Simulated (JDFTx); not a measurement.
# CuI (P4/nmm) in JDFTx: band structure with PBEsol

Aim: the band structure of CuI with PBEsol.

Everything below comes from runs of JDFTx 1.7.0 (patched build). Logs are shortened: lines on timing, memory, paths and dates and some standing lists are left out, and cuts for length are marked. The log counts tension as positive stress, the text compression.

### Step 1. The crystal as given

The structure is tetragonal, space group P4/nmm (No. 129). The conventional cell has a = 4.090 Å, b = 4.090 Å, c = 6.551 Å, α = 90.00°, β = 90.00°, γ = 90.00°. Around I (site symmetry 4mm) lie 4 Cu at 2.65 Å. Cu (site symmetry -4m2) is surrounded by 4 I at 2.65 Å and 4 Cu at 2.89 Å.

Measurements of this composition are mostly on another form, of space group No. 216.

### Step 2. Band structure, PBEsol

The input, bands.in:

```
lattice Tetragonal 7.7293505951 12.3804614126
coords-type Lattice
ion I      0.0000000000     0.5000000000     0.7430343600 1
ion I      0.5000000000     0.0000000000     0.2569656400 1
ion Cu     0.0000000000     0.0000000000     0.0000000000 1
ion Cu     0.5000000000     0.5000000000     0.0000000000 1

ion-species pseudo/I.upf
ion-species pseudo/Cu.upf
elec-cutoff 46 368
elec-ex-corr gga-PBEsol
elec-smearing Fermi 0.0018374661
elec-n-bands 34
electronic-minimize nIterations 30 energyDiffThreshold 1e-06
davidson-band-ratio 1.3
forces-output-coords Cartesian
include path.kpoints
symmetries none
fix-electron-density run.$VAR

dump-name bands.$VAR
dump End Ecomponents EigStats BandEigs Kpoints Forces
```

The input, path.kpoints:

```
kpoint +0.0000000000 +0.0000000000 +0.0000000000 0.020000000000
kpoint +0.0000000000 +0.1000000000 +0.0000000000 0.020000000000
kpoint +0.0000000000 +0.2000000000 +0.0000000000 0.020000000000
kpoint +0.0000000000 +0.3000000000 +0.0000000000 0.020000000000
kpoint +0.0000000000 +0.4000000000 +0.0000000000 0.020000000000
kpoint +0.0000000000 +0.5000000000 +0.0000000000 0.020000000000
kpoint +0.1000000000 +0.5000000000 +0.0000000000 0.020000000000
kpoint +0.2000000000 +0.5000000000 +0.0000000000 0.020000000000
kpoint +0.3000000000 +0.5000000000 +0.0000000000 0.020000000000
kpoint +0.4000000000 +0.5000000000 +0.0000000000 0.020000000000
kpoint +0.5000000000 +0.5000000000 +0.0000000000 0.020000000000
kpoint +0.4285714286 +0.4285714286 +0.0000000000 0.020000000000
kpoint +0.3571428571 +0.3571428571 +0.0000000000 0.020000000000
kpoint +0.2857142857 +0.2857142857 +0.0000000000 0.020000000000
kpoint +0.2142857143 +0.2142857143 +0.0000000000 0.020000000000
kpoint +0.1428571429 +0.1428571429 +0.0000000000 0.020000000000
kpoint +0.0714285714 +0.0714285714 +0.0000000000 0.020000000000
kpoint +0.0000000000 +0.0000000000 +0.0000000000 0.020000000000
kpoint +0.0000000000 +0.0000000000 +0.1666666667 0.020000000000
kpoint +0.0000000000 +0.0000000000 +0.3333333333 0.020000000000
kpoint +0.0000000000 +0.0000000000 +0.5000000000 0.020000000000
kpoint +0.0000000000 +0.1000000000 +0.5000000000 0.020000000000
kpoint +0.0000000000 +0.2000000000 +0.5000000000 0.020000000000
kpoint +0.0000000000 +0.3000000000 +0.5000000000 0.020000000000
kpoint +0.0000000000 +0.4000000000 +0.5000000000 0.020000000000
kpoint +0.0000000000 +0.5000000000 +0.5000000000 0.020000000000
kpoint +0.0833333333 +0.5000000000 +0.5000000000 0.020000000000
kpoint +0.1666666667 +0.5000000000 +0.5000000000 0.020000000000
kpoint +0.2500000000 +0.5000000000 +0.5000000000 0.020000000000
kpoint +0.3333333333 +0.5000000000 +0.5000000000 0.020000000000
kpoint +0.4166666667 +0.5000000000 +0.5000000000 0.020000000000
kpoint +0.5000000000 +0.5000000000 +0.5000000000 0.020000000000
kpoint +0.4444444444 +0.4444444444 +0.5000000000 0.020000000000
kpoint +0.3888888889 +0.3888888889 +0.5000000000 0.020000000000
kpoint +0.3333333333 +0.3333333333 +0.5000000000 0.020000000000
kpoint +0.2777777778 +0.2777777778 +0.5000000000 0.020000000000
kpoint +0.2222222222 +0.2222222222 +0.5000000000 0.020000000000
kpoint +0.1666666667 +0.1666666667 +0.5000000000 0.020000000000
kpoint +0.1111111111 +0.1111111111 +0.5000000000 0.020000000000
kpoint +0.0555555556 +0.0555555556 +0.5000000000 0.020000000000
kpoint +0.0000000000 +0.0000000000 +0.5000000000 0.020000000000
kpoint +0.0000000000 +0.5000000000 +0.0000000000 0.020000000000
kpoint +0.0000000000 +0.5000000000 +0.1250000000 0.020000000000
kpoint +0.0000000000 +0.5000000000 +0.2500000000 0.020000000000
kpoint +0.0000000000 +0.5000000000 +0.3750000000 0.020000000000
kpoint +0.0000000000 +0.5000000000 +0.5000000000 0.020000000000
kpoint +0.5000000000 +0.5000000000 +0.0000000000 0.020000000000
kpoint +0.5000000000 +0.5000000000 +0.1666666667 0.020000000000
kpoint +0.5000000000 +0.5000000000 +0.3333333333 0.020000000000
kpoint +0.5000000000 +0.5000000000 +0.5000000000 0.020000000000
```

Potentials or basis: PseudoDojo-SR-PBEsol-0.4.1-standard with smoothed tails.

The run is started by

```console
jdftx -c 2 -i bands.in -o bands.out
```

Output:

```text
*************** JDFTx 1.7.0 (patched build) ***************

Input parsed successfully to the following command list (including defaults):
[... the input with its defaults ...]

---------- Initializing the Grid ----------
R =
[      7.72935            0            0  ]
[            0      7.72935            0  ]
[            0            0      12.3805  ]
unit cell volume = 739.644
G =
[     0.8129          0          0  ]
[          0     0.8129          0  ]
[          0          0   0.507508  ]
Minimum fftbox size, Smin = [  68  68  108  ]
Chosen fftbox size, S = [  70  70  108  ]

---------- Initializing tighter grid for wavefunction operations ----------
R =
[      7.72935            0            0  ]
[            0      7.72935            0  ]
[            0            0      12.3805  ]
unit cell volume = 739.644
G =
[     0.8129          0          0  ]
[          0     0.8129          0  ]
[          0          0   0.507508  ]
Minimum fftbox size, Smin = [  48  48  76  ]
Chosen fftbox size, S = [  48  48  80  ]

---------- Exchange Correlation functional ----------
Initalized PBEsol GGA exchange.
Initalized PBEsol GGA correlation.

---------- Setting up pseudopotentials ----------
Width of ionic core gaussian charges (only for fluid interactions / plotting) set to 0

Reading pseudopotential file 'pseudo/I.upf':
  'I' pseudopotential, 'PBESOL' functional
  Generated using ONCVPSP code by D. R. Hamann
  7 valence electrons, 2 orbitals, 6 projectors, 1001 radial grid points, with lMax = 2
    5S    l: 0   occupation:  2.0   eigenvalue: -0.641221
    5P    l: 1   occupation:  5.0   eigenvalue: -0.260836
  Core radius for overlap checks: 2.24 bohrs.

Reading pseudopotential file 'pseudo/Cu.upf':
  'Cu' pseudopotential, 'PBESOL' functional
  Generated using ONCVPSP code by D. R. Hamann
  19 valence electrons, 4 orbitals, 6 projectors, 1001 radial grid points, with lMax = 2
    3S    l: 0   occupation:  2.0   eigenvalue: -4.204292
    3P    l: 1   occupation:  6.0   eigenvalue: -2.645923
    3D    l: 2   occupation: 10.0   eigenvalue: -0.185942
    4S    l: 0   occupation:  1.0   eigenvalue: -0.169360
  Core radius for overlap checks: 1.70 bohrs.

Initialized 2 species with 4 total atoms.

Folded 50 k-points by 1x1x1 to 50 k-points.

---------- Setting up k-points, bands, fillings ----------
No reducable k-points.
Computing the number of bands and number of electrons
Calculating initial fillings.
nElectrons:  52.000000   nBands: 34   nStates: 50

----- Setting up reduced wavefunction bases (one per k-point) -----
average nbasis = 11026.800 , ideal nbasis = 11021.827

---------- Setting up ewald sum ----------
Optimum gaussian width for ewald sums = 2.863569 bohr.
Real space sum over 1089 unit cells with max indices [  5  5  4  ]
Reciprocal space sum over 2873 terms with max indices [  6  6  8  ]

---------- Allocating electronic variables ----------
Reading n from file 'run.n' ... done
Initializing wave functions:  linear combination of atomic orbitals
Note: number of bands (34) exceeds available atomic orbitals (28)

----------- Band structure minimization -------------
Minimization will be done independently for each quantum number.

---- Minimization of quantum number:     0  [ +0.0000000 +0.0000000 +0.0000000 ]  0.040000000 ----
BandDavidson: Iter:   0  Eband: -0.575118824367380
BandDavidson: Iter:   1  Eband: -0.619023587547290  dEband: -4.390476e-02
BandDavidson: Iter:   2  Eband: -0.630455468529532  dEband: -1.143188e-02
BandDavidson: Iter:   3  Eband: -0.631795117350662  dEband: -1.339649e-03
[... 643 lines of inner loops ...]
BandDavidson: Iter:   8  Eband: -0.642128704271639  dEband: -1.988125e-06
BandDavidson: Iter:   9  Eband: -0.642129366584829  dEband: -6.623132e-07
BandDavidson: Converged (dEband<1.000000e-06)
	FillingsUpdate:  mu: +0.275863457  nElectrons: 52.000000

Dumping 'bands.eigStats' ...
	eMin: -3.842491 at state 18 ( [ +0.000000 +0.000000 +0.166667 ] spin 0 )
	HOMO: +0.248133 at state 0 ( [ +0.000000 +0.000000 +0.000000 ] spin 0 )
	mu  : +0.275863
	LUMO: +0.301654 at state 0 ( [ +0.000000 +0.000000 +0.000000 ] spin 0 )
	eMax: +0.601703 at state 10 ( [ +0.500000 +0.500000 +0.000000 ] spin 0 )
	HOMO-LUMO gap: +0.053521
	Optical gap  : +0.053521 at state 0 ( [ +0.000000 +0.000000 +0.000000 ] spin 0 )
Done!
[note: mu, HOMO and LUMO in a band run belong to the points of the path alone and aren't those of the crystal]
```

It took 58 s on 2 threads of Intel Xeon 6975P-C (Granite Rapids), shared host; peak memory 0.38 GiB.

What came out:

```yaml
Band_gap_along_the_path: 1.46 eV, direct
```

Levels at the corners of the path, in eV from the valence-band top:
| point | band 24 | band 25 | band 26 | band 27 | band 28 | band 29 |
| --- | --- | --- | --- | --- | --- | --- |
| Γ | -0.81 | 0.00 | 0.00 | 1.46 | 2.98 | 3.26 |
| X | -1.10 | -0.47 | -0.47 | 3.53 | 3.53 | 4.89 |
| M | -1.67 | -1.07 | -1.07 | 2.59 | 2.59 | 2.75 |
| Γ | -0.81 | 0.00 | 0.00 | 1.46 | 2.98 | 3.26 |
| Z | -1.15 | -0.28 | -0.28 | 3.14 | 3.17 | 3.37 |
| R | -0.74 | -0.44 | -0.44 | 2.19 | 2.19 | 5.08 |
| A | -1.67 | -1.00 | -1.00 | 3.97 | 3.97 | 4.02 |
| Z | -1.15 | -0.28 | -0.28 | 3.14 | 3.17 | 3.37 |
| X | -1.10 | -0.47 | -0.47 | 3.53 | 3.53 | 4.89 |
| R | -0.74 | -0.44 | -0.44 | 2.19 | 2.19 | 5.08 |
| M | -1.67 | -1.07 | -1.07 | 2.59 | 2.59 | 2.75 |
| A | -1.67 | -1.00 | -1.00 | 3.97 | 3.97 | 4.02 |

Caveat: the k mesh is coarse (spacing up to 0.51 Å⁻¹), so the values aren't converged; spin-orbit coupling is left out, which moves the levels of the heavy elements; this functional lacks dispersion, which binds the layers, so the pressure and a relaxed spacing across them are unreliable.

### Step 3. The reference run

An earlier run on the cell as given: functional PBEsol; potentials or basis PseudoDojo-SR-PBEsol-0.4.1-standard with smoothed tails; cutoff 1252 eV; density cutoff 10014 eV; k mesh 7 × 7 × 4; occupations fermi-dirac, width 0.05 eV; no spin polarisation.

* Pressure: -1.5 GPa
* Largest force: 0.182 eV/Å
* Band gap on the k mesh: 1.46 eV, direct
* Loewdin charges: I -0.24; Cu +0.44 e
